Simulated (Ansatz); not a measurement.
# Si2Mo (I4/mmm) in Ansatz: a series of runs

Runs on Si2Mo. Level: PBEsol. Tasks: band structure, relaxation of the atoms.

Everything below comes from runs of Ansatz 0.2.0. Logs are shortened: lines on timing, memory, paths and dates and some standing lists are left out, and cuts for length are marked.

## Step 1: The structure

Symmetry: I4/mmm, No. 139, tetragonal system. Conventional cell: a = 3.200 Å, b = 3.200 Å, c = 7.861 Å, α = 90.00°, β = 90.00°, γ = 90.00°. Around Mo (site symmetry 4/mmm) lie 10 Si at 2.62 Å. Si (site symmetry 4mm) has 5 Si at 2.61 to 2.63 Å and 5 Mo at 2.62 Å as nearest neighbours.

## Step 2: Band structure, PBEsol

File input.yaml:

```yaml
crystal:
  lattice:
    - [-1.6, 1.6, 3.9305]
    - [1.6, -1.6, 3.9305]
    - [1.6, 1.6, -3.9305]
  atoms:
    - { symbol: Mo, position: [0.0, 0.0, 0.0] }
    - { symbol: Si, position: [0.667, 0.667, 0.0] }
    - { symbol: Si, position: [0.333, 0.333, 0.0] }
hamiltonian:
  xc: pbesol
  pseudopotentials: { kind: paw }
kpoints:
  mp_grid: { grid: [12, 12, 12] }
  band_path:
    path:
      - [[0.0, 0.0, 0.0], [-0.5, 0.5, 0.0], [-0.5, 0.5, -0.0828541695], [-0.2914270847, 0.2914270847, -0.2914270847], [0.0, 0.0, 0.0], [0.5, 0.5, -0.5], [0.2914270847, 0.7085729153, -0.7085729153], [0.0, 0.5, -0.5], [-0.25, 0.75, -0.25], [0.0828541695, 0.9171458305, -0.5], [0.5, 0.5, -0.5]]
      - [[-0.5, 0.5, 0.0], [-0.25, 0.75, -0.25]]
    npoints: 14
scf:
  occupations: { method: fermi_dirac, width: 0.05 }
  n_extra_bands: 7
output:
  forces: true
  stress: true
  eigenvalues: true
  fatbands: true
  write_density: true
  write_potential: true
  elf: true
  volumetric_format: npy
```

Potentials or basis: Ansatz PAW.

Started as:

```sh
$ ansatz run input.yaml --threads 2 --pin off --max-ram 5632MiB --backend cpu --events-out ev --progress --plain --runs-dir out
```

The program printed:

```text
Warning: RAYON_NUM_THREADS=2 ignored (pool sized by the plan → 2); use --threads N
scf.n_extra_bands = 7 over 11 filled bands (N_el = 22.0): the run solves 18 bands
Engine: ansatz 0.2.0, aarch64-unknown-linux-gnu
Pseudopotentials: kind: paw
Pseudopotential: Mo, paw, valence charge 14, recommended cutoff 420 eV (normal), Mo.paw.azcp
Pseudopotential: Si, paw, valence charge 4, recommended cutoff 420 eV (normal), Si.paw.azcp
Functional definition: PBEsol
  exchange = pbesol_x
  correlation = pbesol_c
Crystal: 3 atoms, lattice volume = 40.248 Å³
Basis set: ecut = 420 eV, 769 PW (Γ), exchange–correlation on 64×64×64 points (8 copies of the dense FFT grid, shifted against one another)
Bands: 18, of which v1, the nominal top of the filled ones, is band 11 counted from 1 (10 counted from 0)
Symmetry: 16 space group operations
Space group: I4/mmm (ITA 139), of the structure as read, at distance tolerance 3.4e-5 Å
k-points: 163 of 1728
Non-local potential: Mo, projectors of the file, l = 0: 3, l = 1: 2, l = 2: 2, l = 3: 1
Non-local potential: Si, projectors of the file, l = 0: 2, l = 1: 2, l = 2: 2
PAW form: soft (Blöchl's): semilocal exchange-correlation on the pseudo side does not see the compensation charge
PAW frozen core: Mo, regenerated for the run's functional, and the local potential with it (the file was generated under x = pbe(κ = 0.804, μ = 0.2195149727645171), c = pbe(β = 0.06672455060314922))
PAW frozen core: Si, regenerated for the run's functional, and the local potential with it (the file was generated under x = pbe(κ = 0.804, μ = 0.2195149727645171), c = pbe(β = 0.06672455060314922))
PAW one-centre angular grid: Mo, 590 points (default); XC on 64 Gauss nodes
PAW one-centre angular grid: Si, 110 points (default); XC on 64 Gauss nodes
Initial density: superposition of atomic densities (neutral atoms: chi_scale 0, normalization atom), corrected by the library's trained network
Initial wavefunctions: pseudopotential atomic-orbital guess
Functional: x = pbesol(κ = 0.804, μ = 0.12345679012345678), c = pbesol(β = 0.046)
SCF iter   1: F=—  HF=-6142.259992 eV  |F-HF|=—  |Δ(HF+E_count)|=         —  Δρ=5.55e-3  dr2=8.93e-3  ethr=1.77e-3  ⟨swp⟩=5.4  Hψ=16328  notcnv=0  defer=1
preconditioner: auto → none  [insulator: Δε(μ)=0.136 eV  Ē_g=9.421 eV  σ=0.050 eV  W_gap=0.59  n_scr=10 (ndim 8)  ℏωp=21.9 eV  f_vac=0.000  D(μ)=0.24/eV (n_scr^D=0)  ε∞_Penn≈6.4]
SCF iter   2: F=—  HF=-6142.257670 eV  |F-HF|=—  |Δ(HF+E_count)|=   2.32e-3  Δρ=2.18e-3  dr2=6.88e-4  ethr=4.06e-5  ⟨swp⟩=1.3  Hψ=4571  notcnv=0  defer=91
SCF iter   3: F=—  HF=-6142.257633 eV  |F-HF|=—  |Δ(HF+E_count)|=   3.70e-5  Δρ=6.55e-4  dr2=4.80e-5  ethr=3.13e-6  ⟨swp⟩=2.5  Hψ=4260  notcnv=0  defer=91
SCF iter   4: F=—  HF=-6142.257637 eV  |F-HF|=—  |Δ(HF+E_count)|=   4.03e-6  Δρ=1.23e-4  dr2=1.56e-6  ethr=2.18e-7  ⟨swp⟩=1.4  Hψ=3040  notcnv=0  defer=91
iter 5 did not close the SCF: its close was put off for the readings that it lacked (scf_convergence_deferred on its scf_iter line)
SCF iter   5: F=-6142.257638 eV  HF=-6142.257638 eV  |F-HF|=4.37e-11  |Δ(HF+E_count)|=   5.71e-7  Δρ=8.31e-6  dr2=1.12e-8  ethr=7.08e-9  ⟨swp⟩=1.7  Hψ=3864  notcnv=0  defer=91
SCF iter   6: F=-6142.257638 eV  HF=-6142.257638 eV  |F-HF|=5.64e-11  |Δ(HF+E_count)|=   3.39e-9  Δρ=1.07e-6  dr2=2.15e-10  ethr=5.08e-11  ⟨swp⟩=8.4  Hψ=16793  notcnv=0
SCF 1 converged in 6 iterations: F = -6142.257638 eV  dr2 = 2.15e-10
NSCF: frozen V_eff on 156 k-points
SCF converged after 6 iterations
Free energy (F): -6142.257638 eV
Harris-Foulkes:  -6142.257638 eV  (|F-HF|=5.64e-11)
Internal energy: -6142.255409 eV  (E = F + TS)
E sigma→0 (E₀):  -6142.256524 eV
Entropy (-TS):   -0.002229 eV (-0.743 meV/atom)
Fermi energy:    15.896396 eV
--- Per-component energies (eV) ---
  E_band       = -48.161301
  E_kinetic    = 531.052944
  E_local      = -1149.746380  (includes V_loc(G=0)·N_el)
  E_nonlocal   = 194.667906
  E_hartree    = 427.263834
  E_xc         = -296.587391
  E_vxc        = -328.533630  (∫ρ·V_xc dr)
  E_paw        = -4141.656662  (= ΣΔE_a)
  E_vpaw       = -150.129546  (= ΣTr[D̂ρ^β])
  E_aug_tail   = 0.000037  (compensation charges beyond the density's cutoff)
  E_ewald      = -1707.522119
  E_core_change = 0.272421  (= ΣΔE_core)
  E_smearing   = -0.002229  (= −TS)
  E_closure    = 0.000000  (closes the sum)
  Σ components = -6142.257638   (vs F -6142.257638, Δ=0.00e0)
--- Forces (eV/Å), atoms counted from 1 ---
  atom   1  Mo     0.00000000    -0.00000000     0.00000000
  atom   2  Si    -0.00000000     0.00000000    -0.32688147
  atom   3  Si     0.00000000     0.00000000     0.32688147
  max |Σ_I F_I| component: 3.47e-17 eV/Å
--- Stress (GPa, compression-positive) ---
       -2.315115       0.000000       0.000000
        0.000000      -2.315115       0.000000
        0.000000       0.000000      -3.575679
  P = ⅓ Tr σ = -2.7353 GPa (-27.353 kbar)
--- Band table (eV; the first three rows and the last of 163) ---
  k-point 0: bands = ["-44.7530", "-18.9453", "-18.8415", "-18.8415", "2.4370", "9.5411", "12.4338", "12.8357", "13.2339", "13.2339", "16.3069", "18.9704", "18.9759", "19.5272", "19.5272", "19.9446", "20.9295", "20.9295"]
  k-point 1: bands = ["-44.7505", "-18.9418", "-18.8586", "-18.8562", "2.6516", "9.7323", "11.7877", "12.7058", "12.9002", "13.9298", "15.5497", "18.4159", "19.2801", "19.3388", "19.6159", "20.3431", "21.4113", "21.8202"]
  k-point 2: bands = ["-44.7438", "-18.9326", "-18.9036", "-18.8962", "3.2741", "10.1988", "11.0909", "11.6453", "13.1060", "14.0942", "14.4624", "18.1294", "19.2778", "19.5681", "19.7427", "20.5398", "23.1294", "23.1990"]
  k-point 162: bands = ["-44.7524", "-18.9697", "-18.8432", "-18.8432", "4.2661", "5.8892", "12.3556", "13.5865", "15.3009", "15.3009", "15.3739", "15.3739", "16.4414", "20.5091", "21.0396", "21.7632", "24.2971", "24.9697"]
```

Run time: 6 s. Hardware: 2 threads of Arm Neoverse V2, shared host; peak memory 0.41 GiB.

Results:

```
Free energy            : -6142.2576 eV
Pressure               : -2.7 GPa
Largest force          : 0.327 eV/Å
Band gap on the k mesh : none (metal or under the smearing width)
```

Forces on the atoms (eV/Å):
```
Mo   0.000  0.000  0.000
Si   0.000  0.000 -0.327
Si   0.000  0.000  0.327
```

Stress tensor (GPa, compression positive):
```
-2.32  0.00  0.00
 0.00 -2.32  0.00
 0.00  0.00 -3.58
```

Levels at the corners of the path, in eV from the Fermi level:
| point | band 8 | band 9 | band 10 | band 11 | band 12 | band 13 | band 14 | band 15 |
| --- | --- | --- | --- | --- | --- | --- | --- | --- |
| Γ | -3.06 | -2.66 | -2.66 | 0.41 | 3.07 | 3.08 | 3.63 | 3.63 |
| X | -5.26 | -4.50 | -3.08 | -1.15 | 2.30 | 2.70 | 3.01 | 3.24 |
| Y | -4.51 | -3.89 | -2.95 | -1.73 | 1.76 | 1.94 | 2.57 | 4.70 |
| S | -2.81 | -2.42 | -2.33 | -0.43 | 1.48 | 3.05 | 3.55 | 4.51 |
| Γ | -3.06 | -2.66 | -2.66 | 0.41 | 3.07 | 3.08 | 3.63 | 3.63 |
| Z | -2.31 | -0.60 | -0.60 | -0.52 | -0.52 | 0.55 | 4.61 | 5.14 |
| S1 | -2.81 | -2.42 | -2.33 | -0.43 | 1.48 | 3.05 | 3.55 | 4.51 |
| N | -4.47 | -2.64 | -2.51 | -0.53 | 2.24 | 3.02 | 4.02 | 4.25 |
| P | -6.25 | -2.78 | -2.07 | -2.07 | 0.21 | 2.30 | 3.98 | 3.98 |
| Y1 | -4.51 | -3.89 | -2.95 | -1.73 | 1.76 | 1.94 | 2.57 | 4.70 |
| Z | -2.31 | -0.60 | -0.60 | -0.52 | -0.52 | 0.55 | 4.61 | 5.14 |
| X | -5.26 | -4.50 | -3.08 | -1.15 | 2.30 | 2.70 | 3.01 | 3.24 |
| P | -6.25 | -2.78 | -2.07 | -2.07 | 0.21 | 2.30 | 3.98 | 3.98 |

Caveat: the PAW data sets come from PBE, with cores solved anew for the run's functional, which leaves a small shift of forces and pressure.

## Step 3: Relaxation of the atoms, PBEsol, 12.88 Å³/atom

File input.yaml:

```yaml
crystal:
  lattice:
    - [-1.6, 1.6, 3.77328]
    - [1.6, -1.6, 3.77328]
    - [1.6, 1.6, -3.77328]
  atoms:
    - { symbol: Mo, position: [0.0, 0.0, 0.0] }
    - { symbol: Si, position: [0.667, 0.667, 0.0] }
    - { symbol: Si, position: [0.333, 0.333, 0.0] }
hamiltonian:
  xc: pbesol
  pseudopotentials: { kind: paw }
kpoints:
  mp_grid: { grid: [10, 10, 10] }
scf:
  occupations: { method: fermi_dirac, width: 0.05 }
output:
  forces: true
  stress: true
  eigenvalues: true
relax:
  f_tol: 0.01
  max_steps: 40
```

Potentials or basis: Ansatz PAW.

Started as:

```sh
$ ansatz run input.yaml --threads 2 --pin off --max-ram 5632MiB --backend cpu --events-out ev --progress --plain --runs-dir out
```

It took 6.6 s on 2 threads of Arm Neoverse V2, shared host; peak memory 0.36 GiB.

The run converged. Its results:

```yaml
Free_energy: -6142.1833 eV
Energy_gained_by_relaxing: 1.4 meV/atom
Ionic_steps: 4
Pressure_after_relaxing: 8.2 GPa
Band_gap_on_the_k_mesh: none (metal or under the smearing width)
```

Caveat: the PAW data sets come from PBE, with cores solved anew for the run's functional, which leaves a small shift of forces and pressure; the thresholds are loose for stress.

## Step 4: Relaxation of the atoms, PBEsol, 13.15 Å³/atom

Changes to input.yaml since step 3:

```diff
@@ -2,5 +2,5 @@
   lattice:
-    - [-1.6, 1.6, 3.77328]
-    - [1.6, -1.6, 3.77328]
-    - [1.6, 1.6, -3.77328]
+    - [-1.6, 1.6, 3.85189]
+    - [1.6, -1.6, 3.85189]
+    - [1.6, 1.6, -3.85189]
   atoms:
@@ -20,2 +20,6 @@
   eigenvalues: true
+  write_density: true
+  write_potential: true
+  elf: true
+  volumetric_format: npy
 relax:
```

Started as:

```sh
$ ansatz run input.yaml --threads 2 --pin off --max-ram 5632MiB --backend cpu --events-out ev --progress --plain --runs-dir out
```

Wall time 7 s (2 threads of Arm Neoverse V2, shared host); peak memory 0.37 GiB.

The run converged. Its results:

```yaml
Free_energy: -6142.2531 eV
Energy_gained_by_relaxing: 1.7 meV/atom
Ionic_steps: 4
Pressure_after_relaxing: 2.5 GPa
Band_gap_on_the_k_mesh: none (metal or under the smearing width)
```

Caveat: the PAW data sets come from PBE, with cores solved anew for the run's functional, which leaves a small shift of forces and pressure; the thresholds are loose for stress.

## Step 5: The reference run

An earlier run on the cell as given: functional PBEsol; potentials or basis Ansatz PAW; cutoff 420 eV (not typed: the program's choice for these potentials); k mesh 12 × 12 × 12; occupations fermi-dirac, width 0.05 eV; no spin polarisation.

- Pressure: -2.7 GPa
- Largest force: 0.327 eV/Å
- Band gap on the k mesh: none (metal or under the smearing width)
